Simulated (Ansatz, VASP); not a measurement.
## Mo in VASP and in Ansatz

The input INCAR:

```
SYSTEM = Mo
ALGO     = Normal         ! electronic algorithm
EDIFF    = 1E-6           ! SCF threshold, eV
ENCUT    = 520            ! plane-wave cutoff, eV
GGA      = RP             ! functional
ISIF     = 2              ! what is computed and relaxed
ISMEAR   = -1             ! smearing method
ISPIN    = 2              ! spin polarisation
ISYM     = 0            
LASPH    = .True.         ! aspherical terms in the spheres
LCHARG   = .True.         ! write CHGCAR
LELF     = .True.         ! ELF
LMAXMIX  = 4              ! l up to which the mixer works
LORBIT   = 11             ! projections on sites
LREAL    = .False.        ! projectors in reciprocal space
LVHAR    = .True.       
LWAVE    = .False.        ! write WAVECAR
MAGMOM   = 8              ! initial moments
NBANDS   = 17             ! bands
NELM     = 150            ! most SCF steps
PREC     = Accurate       ! precision mode
SIGMA    = 0.01           ! smearing width, eV
```

The input KPOINTS:

```
k-points
0
Gamma
  1 1 1
  0 0 0
```

The input POSCAR:

```
Mo
1.0
   14.0000000000      0.0000000000      0.0000000000
    0.0000000000     14.4000000000      0.0000000000
    0.0000000000      0.0000000000     14.8000000000
Mo
1
Direct
    0.5000000000      0.5000000000      0.5000000000
```

Input for Ansatz:

```yaml
crystal:
  lattice:
    - [14.0, 0.0, 0.0]
    - [0.0, 14.4, 0.0]
    - [0.0, 0.0, 14.8]
  atoms:
    - { symbol: Mo, position: [0.5, 0.5, 0.5], spin: 8.0 }
  symmetry: { detect: false, time_reversal: true }
hamiltonian:
  xc: rpbe
  pseudopotentials:
    kind: paw
    azcp:
      Mo: "pseudopotentials/Mo.paw.azcp"
basis:
  ecutwfc: 420
  fft_grid_basis: typed
kpoints:
  mp_grid: { grid: [1, 1, 1], shift: [0, 0, 0] }
magnetization:
  spin_polarized: true
scf:
  occupations: { method: fermi_dirac, width: 0.01 }
output:
  write_density: true
  write_potential: true
  elf: true
  volumetric_format: npy
```

The cell was built by a generator and needn't be a form met in nature.

Alike in both runs: task single point; functional RPBE; k mesh 1 × 1 × 1; occupations fermi-dirac, width 0.01 eV; collinear spin.

|  | VASP | Ansatz |
| --- | --- | --- |
| version | VASP 6.6.1 | Ansatz 0.2.0 |
| potentials or method | VASP PAW PBE potentials, release 64 (Mo_sv) | plane waves (420 eV) with PAW, scalar-relativistic |
| plane-wave cutoff (eV) | 520 | 420 |
| valence electrons in the cell | 14 | 14 |

VASP gave:

* gap on the k mesh at the Fermi level (eV): 2.72
* net moment per atom (μB): 6.00
* size of the moment on the site where the two differ most (μB): 4.32

Q: What did Ansatz give for the same quantities?

A: gap on the k mesh at the Fermi level (eV): 2.73; net moment per atom (μB): 6.00; size of the moment on the site where the two differ most (μB): 6.00.

Site moments also hang on the region over which each program counts them. Ansatz warned: «given_moment_on_shells».

 As with any semilocal functional, this RPBE gap is likely too small.
